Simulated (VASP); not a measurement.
# Be (P6_3/mmc) in VASP: notebook

Runs on Be. Level: r2SCAN. Tasks: relaxation of cell and atoms.

All numbers are computed with VASP 6.6.1; they aren't measurements. Logs are shortened: lines on timing, memory, paths and dates and some standing lists are left out, and cuts for length are marked.

## Step 1: The structure

The structure is hexagonal, space group P6_3/mmc (No. 194). The conventional cell has a = 2.285 Å, b = 2.285 Å, c = 3.584 Å, α = 90.00°, β = 90.00°, γ = 120.00°. Be (site symmetry -6m2) is surrounded by 12 Be at 2.23 to 2.29 Å.

## Step 2: Relaxation of cell and atoms, r2SCAN, target pressure 21.2 GPa, at which the enthalpy is minimised

File INCAR:

```
SYSTEM = Be
PREC = Accurate
ENCUT = 600
EDIFF = 1E-6
ISMEAR = 1
SIGMA = 0.1
LREAL = .False.
LASPH = .True.
NELM = 80
ALGO = Normal
ISIF = 3
LWAVE = .False.
LCHARG = .False.
METAGGA = R2SCAN
LMIXTAU = .True.
IBRION = 2
NSW = 90
EDIFFG = -0.01
PSTRESS = 212.0
```

File KPOINTS:

```
Automatic mesh
0
Gamma
  18 18 10
  0 0 0
```

File POSCAR:

```
Be
1.0
    2.2853000000      0.0000000000      0.0000000000
   -1.1426500000      1.9791278553      0.0000000000
    0.0000000000      0.0000000000      3.5842000000
Be
2
Direct
    0.3333333333      0.6666666667      0.2500000000
    0.6666666667      0.3333333333      0.7500000000
```

Potentials or basis: VASP PAW PBE potentials, release 64 (Be).

Started as:

```console
$ cat potpaw_PBE.64/Be/POTCAR > POTCAR
$ mpirun -np 1 vasp_std > vasp.out
```

OUTCAR:

```text
SYSTEM = Be
   PREC = Accurate
   ENCUT = 600
   EDIFF = 1E-6
   ISMEAR = 1
   LREAL = .False.
   LASPH = .True.
   NELM = 80
   ISIF = 3
   METAGGA = R2SCAN
   IBRION = 2
   NSW = 90
   EDIFFG = -0.01
   PSTRESS = 212.0

 ion  position               nearest neighbor table
   1  0.333  0.667  0.250-   2 2.23   2 2.23   2 2.23   2 2.23   2 2.23   2 2.23
   2  0.667  0.333  0.750-   1 2.23   1 2.23   1 2.23   1 2.23   1 2.23   1 2.23

  LATTYP: Found a hexagonal cell.
 ALAT       =     2.2853000000
 C/A-ratio  =     1.5683717674

  Lattice vectors:

 A1 = (   2.2853000000,   0.0000000000,   0.0000000000)
 A2 = (  -1.1426500000,   1.9791278553,   0.0000000000)
 A3 = (   0.0000000000,   0.0000000000,   3.5842000000)

Analysis of symmetry for initial positions (statically):
=====================================================================
 Subroutine PRICEL returns:
 Original cell was already a primitive cell.

 Routine SETGRP: Setting up the symmetry group for a
 hexagonal supercell.

 Subroutine GETGRP returns: Found 24 space group operations
 (whereof 12 operations were pure point group operations)
 out of a pool of 24 trial point group operations.

The static configuration has the point symmetry D_3d.
 The point group associated with its full space group is D_6h.

Analysis of symmetry for dynamics (positions and initial velocities):
=====================================================================
 Subroutine PRICEL returns:
 Original cell was already a primitive cell.

 Routine SETGRP: Setting up the symmetry group for a
 hexagonal supercell.

 Subroutine GETGRP returns: Found 24 space group operations
 (whereof 12 operations were pure point group operations)
 out of a pool of 24 trial point group operations.

The dynamic configuration has the point symmetry D_3d.
 The point group associated with its full space group is D_6h.

 Subroutine INISYM returns: Found 24 space group operations
 (whereof 12 operations are pure point group operations),
 and found     1 'primitive' translations

----------------------------------------------------------------------------------------

                                     Primitive cell

  volume of cell :      16.2110

  direct lattice vectors                    reciprocal lattice vectors
     2.285300000  0.000000000  0.000000000     0.437579311  0.252636533  0.000000000
    -1.142650000  1.979127855  0.000000000     0.000000000  0.505273066  0.000000000
     0.000000000  0.000000000  3.584200000     0.000000000  0.000000000  0.279002288

  length of vectors
     2.285300000  2.285300000  3.584200000     0.505273066  0.505273066  0.279002288

  position of ions in fractional coordinates (direct lattice)
     0.333333333  0.666666667  0.250000000
     0.666666667  0.333333333  0.750000000

  ion indices of the primitive-cell ions
   primitive index   ion index
                 1           1
                 2           2

----------------------------------------------------------------------------------------

 KPOINTS: Automatic mesh

Automatic generation of k-mesh.
 Grid dimensions read from file:
 generate k-points for:   18   18   10

 Generating k-lattice:

  Cartesian coordinates                     Fractional coordinates (reciprocal lattice)
     0.024309962  0.014035363  0.000000000     0.055555556 -0.000000000  0.000000000
     0.000000000  0.028070726  0.000000000     0.000000000  0.055555556  0.000000000
     0.000000000  0.000000000  0.027900229     0.000000000  0.000000000  0.100000000

  Length of vectors
     0.028070726  0.028070726  0.027900229

  Shift w.r.t. Gamma in fractional coordinates (k-lattice)
     0.000000000  0.000000000  0.000000000

 Subroutine IBZKPT returns following result:
 ===========================================

 Found    222 irreducible k-points:

 Following reciprocal coordinates:
            Coordinates               Weight
  0.000000  0.000000  0.000000      1.000000
  0.055556  0.000000  0.000000      6.000000
  0.111111  0.000000  0.000000      6.000000
  0.166667  0.000000  0.000000      6.000000
  0.222222  0.000000  0.000000      6.000000
  0.277778  0.000000  0.000000      6.000000
[... 16 lines left out ...]
  0.333333  0.111111  0.000000     12.000000
  0.388889  0.111111  0.000000     12.000000
 [... further k-points ...]
   k-points           NKPTS =    222   k-points in BZ     NKDIM =    222   number of bands    NBANDS=      6
   number of dos      NEDOS =    301   number of ions     NIONS =      2
   total plane-waves  NPLWV =   9720
   dimension x,y,z NGX =    18 NGY =   18 NGZ =   30
   dimension x,y,z NGXF=    36 NGYF=   36 NGZF=   60
   ions per type =               2
   NGX,Y,Z   is equivalent  to a cutoff of  13.09, 13.09, 13.91 a.u.
   NGXF,Y,Z  is equivalent  to a cutoff of  26.19, 26.19, 27.83 a.u.
 SYSTEM =  Be
   PREC   = accura    normal or accurate (medium, high low for compatibility)
   ISTART =      0    job   : 0-new  1-cont  2-samecut
   ICHARG =      2    charge: 1-file 2-atom 10-const
   ISPIN  =      1    spin polarized calculation?
   LNONCOLLINEAR =      F non collinear calculations
   LSORBIT =      F    spin-orbit coupling
   LASPH  =      T    aspherical Exc in radial PAW
   ENCUT  =  600.0 eV  44.10 Ry    6.64 a.u.   4.56  4.56  7.16*2*pi/ulx,y,z
   NELM   =     80;   NELMIN=  2; NELMDL= -5     # of ELM steps
   EDIFF  = 0.1E-05   stopping-criterion for ELM
   LREAL  =      F    real-space projection
   EDIFFG = -.1E-01   stopping-criterion for IOM
   NSW    =     90    number of steps for IOM
   IBRION =      2    ionic relax: 0-MD 1-quasi-New 2-CG
   NFREE  =      1    steps in history (QN), initial steepest desc. (CG)
   ISIF   =      3    stress and relaxation
   ISYM   =      2    0-nonsym 1-usesym 2-fastsym
   POTIM  = 0.5000    time-step for ionic-motion
   TEBEG  =    0.0;   TEEND  =   0.0 temperature during run
   PSTRESS=  212.0 pullay stress
   NELECT =       4.0000    total number of electrons
   NUPDOWN=      -1.0000    fix difference up-down
   EMIN   =  10.00;   EMAX   =-10.00  energy-range for DOS
   EFERMI =   0.00;   METHOD = LEGACY
   ISMEAR =     1;   SIGMA  =   0.10  broadening in eV -4-tet -1-fermi 0-gaus
   EFERMI_NEDOS =   21; number of points for ismear=-14 and -15
   IALGO  =     38    algorithm
   IMIX   =      4    mixing-type and parameters
     AMIX     =   0.40;   BMIX     =  1.00
     AMIX_MAG =   1.60;   BMIX_MAG =  1.00
  volume/ion in A,a.u.               =       8.11        54.70
  Fermi-wavevector in a.u.,A,eV,Ry     =   1.026814  1.940397 14.345258  1.054347
  Thomas-Fermi vector in A             =   2.160726
   LORBIT       =      0    0 simple, 1 ext, 2 COOP (PROOUT), +10 PAW based schemes
   METAGGA = R2SCAN    functional components
   LHFCALC =     F    Hartree Fock is set to
   AEXX    =    0.0000 exact exchange contribution
   IVDW    =     0    specifies the selected vdW correction
   LEPSILON=     F    determine dielectric tensor
   LRPA    =     F    only Hartree local field effects (RPA)
 conjugate gradient relaxation of ions
 non-spin polarized calculation
 Methfessel and Paxton  Order N= 1 SIGMA  =   0.10
  energy-cutoff  :      600.00
  volume of cell :       16.21
 maximum number of plane-waves:       555
   NGX =  9   NGY =  9   NGZ = 15

--------------------------------------- Ionic step        1  -------------------------------------------

 number of electron       4.0000000 magnetization

 Free energy of the ion-electron system (eV)
  ---------------------------------------------------
  ext. energy  EPLUGINS =         0.00000000
  ---------------------------------------------------
  free energy    TOTEN  =        -8.67273008 eV

  energy without entropy =       -8.67263734  energy(sigma->0) =       -8.67269916

------------------------ aborting loop because EDIFF is reached ----------------------------------------

  FORCE on cell =-STRESS in cart. coord.  units (eV):
  Direction    XX          YY          ZZ          XY          YZ          ZX
  --------------------------------------------------------------------------------------
  -------------------------------------------------------------------------------------
  Total       -0.3930587     -0.3930587     -0.0576799      0.0000000      0.0000000      0.0000000
  in kB      -38.8471108    -38.8471108     -5.7006699      0.0000000      0.0000000      0.0000000
  external PRESSURE =    -239.7982971 kB  Pullay stress =     212.0000000 kB

 VOLUME and BASIS-vectors are now :
 -----------------------------------------------------------------------------
  energy-cutoff  :      600.00
  volume of cell :       16.21
      direct lattice vectors                 reciprocal lattice vectors
     2.285300000  0.000000000  0.000000000     0.437579311  0.252636533  0.000000000
    -1.142650000  1.979127855  0.000000000     0.000000000  0.505273066  0.000000000
     0.000000000  0.000000000  3.584200000     0.000000000  0.000000000  0.279002288
[... 198 lines left out ...]
  FREE ENERGIE OF THE ION-ELECTRON SYSTEM (eV)
  ---------------------------------------------------
  free  energy   TOTEN  =        -8.5609751045 eV

  energy  without entropy=       -8.5607592997  energy(sigma->0) =       -8.56090317

  enthalpy is  TOTEN    =        -6.7285709466 eV   P V=        1.8324041579

--------------------------------------- Ionic step        7  -------------------------------------------

 number of electron       4.0000000 magnetization

 Free energy of the ion-electron system (eV)
  ---------------------------------------------------
  ext. energy  EPLUGINS =         0.00000000
  ---------------------------------------------------
  free energy    TOTEN  =        -8.55558667 eV

  energy without entropy =       -8.55536951  energy(sigma->0) =       -8.55551428

 E-fermi :   8.4822     XC(G=0): -11.7442

 val. band max:        8.4796319664   @ k =   0.3333   0.2778   0.3000
 cond. band min:       8.5166045499   @ k =   0.3333   0.2778   0.2000
 fundamental gap:      0.0369725835
 Fermi energy:         8.4821866960

 k-point     1 :       0.0000    0.0000    0.0000
  band No.  band energies     occupation
      1      -4.7429      2.00000
      2       2.9005      2.00000
      3       9.6714     -0.00000
      4      27.7069      0.00000
      5      27.7069      0.00000
      6      30.9632      0.00000

 k-point     2 :       0.0556    0.0000    0.0000
  band No.  band energies     occupation
      1      -4.6419      2.00000
      2       3.0371      2.00000
      3       9.6950     -0.00000
      4      26.7618      0.00000
      5      26.9820      0.00000
      6      30.9898      0.00000
[... 181 lines left out ...]
 k-point    23 :       0.3333    0.1111    0.0000
  band No.  band energies     occupation
      1       0.4936      2.00000
      2       7.7647      2.00000
      3       9.8740     -0.00000
      4      14.6086      0.00000
      5      17.7638      0.00000
      6      19.8819      0.00000

 k-point    24 :       0.3889    0.1111    0.0000
  band No.  band energies     occupation
      1       1.8772      2.00000
      2       6.1328      2.00000
      3      11.7183      0.00000
      4      14.8960      0.00000
      5      16.8489      0.00000
      6      17.3399      0.00000

 [... further k-points ...]

------------------------ aborting loop because EDIFF is reached ----------------------------------------

  FORCE on cell =-STRESS in cart. coord.  units (eV):
  Direction    XX          YY          ZZ          XY          YZ          ZX
  --------------------------------------------------------------------------------------
  -------------------------------------------------------------------------------------
  Total        1.8308994      1.8308994      1.8319062      0.0000000      0.0000000      0.0000000
  in kB      212.4569297    212.4569297    212.5737606      0.0000000      0.0000000      0.0000000
  external PRESSURE =       0.4958734 kB  Pullay stress =     212.0000000 kB

 VOLUME and BASIS-vectors are now :
 -----------------------------------------------------------------------------
  energy-cutoff  :      600.00
  volume of cell :       13.81
      direct lattice vectors                 reciprocal lattice vectors
     2.156403711 -0.000000000  0.000000000     0.463735058  0.267737561 -0.000000000
    -1.078201856  1.867500395 -0.000000000     0.000000000  0.535475121  0.000000000
     0.000000000 -0.000000000  3.428572876     0.000000000  0.000000000  0.291666544

 POSITION                                       TOTAL-FORCE (eV/Angst)
 -----------------------------------------------------------------------------------
     -0.00000      1.24500      0.85714        -0.000000      0.000000      0.000000
      1.07820      0.62250      2.57143         0.000000     -0.000000      0.000000
 -----------------------------------------------------------------------------------
    total drift:                                0.000000     -0.000000      0.000000

  FREE ENERGIE OF THE ION-ELECTRON SYSTEM (eV)
  ---------------------------------------------------
  free  energy   TOTEN  =        -8.5555866714 eV

  energy  without entropy=       -8.5553695055  energy(sigma->0) =       -8.55551428

  enthalpy is  TOTEN    =        -6.7286249989 eV   P V=        1.8269616725

 reached required accuracy - stopping structural energy minimisation
```

Run time: 3.1 min. Hardware: 1 thread of Intel Xeon 6975P-C (Granite Rapids), shared host; peak memory 0.14 GiB.

Results:

* Free energy: -8.5556 eV
* Relaxed volume: 6.90 Å³/atom
* Relaxed cell: a = 2.156 Å, b = 2.156 Å, c = 3.429 Å, α = 90.00°, β = 90.00°, γ = 120.00°
* Space group after relaxing (to 0.05 Å): P6_3/mmc (No. 194)
* Energy change on relaxing (the enthalpy is what falls): +58.6 meV/atom
* Ionic steps: 7
* Pressure after relaxing: 21.2 GPa
* Band gap on the k mesh: none (metal or under the smearing width)

Step by step:
```tsv
step	energy change (eV)	largest force (eV/Å)	pressure (GPa)	volume (Å³)
1	0.0000	0.0000	-2.78	16.21
2	0.1583	0.0000	25.37	13.53
3	0.1184	0.0000	21.41	13.80
4	0.1124	0.0000	20.77	13.85
5	0.1118	0.0000	20.70	13.85
6	0.1118	0.0000	20.70	13.85
7	0.1171	0.0000	21.25	13.81
```

Final structure:
```
Be
1.0
     2.15640    0.00000    0.00000
    -1.07820    1.86750    0.00000
     0.00000    0.00000    3.42857
Be
2
Cartesian
  0.0000 1.2450 0.8571
  1.0782 0.6225 2.5714
```

Caveat: the cell is relaxed towards a set pressure, so the enthalpy falls and the energy may rise; the PAW data sets were made with another functional, which shifts forces and pressure a little.

## Step 3: Relaxation of cell and atoms, r2SCAN, target pressure 21.2 GPa, at which the enthalpy is minimised

This run uses another cell than the first one, of 6.90 Å³/atom, 0.852 times its volume.

Changes to INCAR since step 2:

```diff
@@ -3,3 +3,3 @@
 ENCUT = 600
-EDIFF = 1E-6
+EDIFF = 1E-7
 ISMEAR = 1
@@ -17,3 +17,3 @@
 NSW = 90
-EDIFFG = -0.01
+EDIFFG = -0.005
 PSTRESS = 212.0
```

KPOINTS is that of step 2.

File POSCAR:

```
Be                                      
1.0
    2.1564037112     -0.0000000000      0.0000000000
   -1.0782018556      1.8675003947     -0.0000000000
    0.0000000000     -0.0000000000      3.4285728762
  Be            
     2
Direct
     0.3333333332999970    0.6666666667000030    0.2500000000000000
     0.6666666667000030    0.3333333332999970    0.7500000000000000
```

Potentials or basis: VASP PAW PBE potentials, release 64 (Be).

Started as:

```console
$ cat potpaw_PBE.64/Be/POTCAR > POTCAR
$ mpirun -np 1 vasp_std > vasp.out
```

It took 54 s on 1 thread of Intel Xeon 6975P-C (Granite Rapids), shared host; peak memory 0.13 GiB.

The run converged. Its results:

| Item | Value |
| --- | --- |
| Free energy | -8.5553 eV |
| Pressure after relaxing | 21.3 GPa |
| Band gap on the k mesh | none (metal or under the smearing width) |

Final structure:
```xyz
2
Lattice="2.1564 0.0000 0.0000 -1.0782 1.8675 0.0000 0.0000 0.0000 3.4286" Properties=species:S:1:pos:R:3 pbc="T T T"
Be    0.0000    1.2450    0.8571
Be    1.0782    0.6225    2.5714
```

Levels at points of the mesh, in eV from the Fermi level:
```csv
k point,band 1,band 2,band 3,band 4,band 5,band 6
"(0.00, 0.00, 0.00)",-13.22,-5.58,1.19,19.22,19.22,22.48
"(0.50, 0.00, 0.00)",-6.10,-3.66,4.07,7.05,7.88,11.24
"(0.00, 0.00, 0.50)",-10.81,-10.81,12.10,12.10,21.19,21.19
"(0.50, 0.00, 0.50)",-4.48,-4.48,1.85,1.85,14.26,14.26
```

Caveat: the relaxation stopped at its first step, so nothing moved; the cell is relaxed towards a set pressure, so the enthalpy falls and the energy may rise; the PAW data sets were made with another functional, which shifts forces and pressure a little.
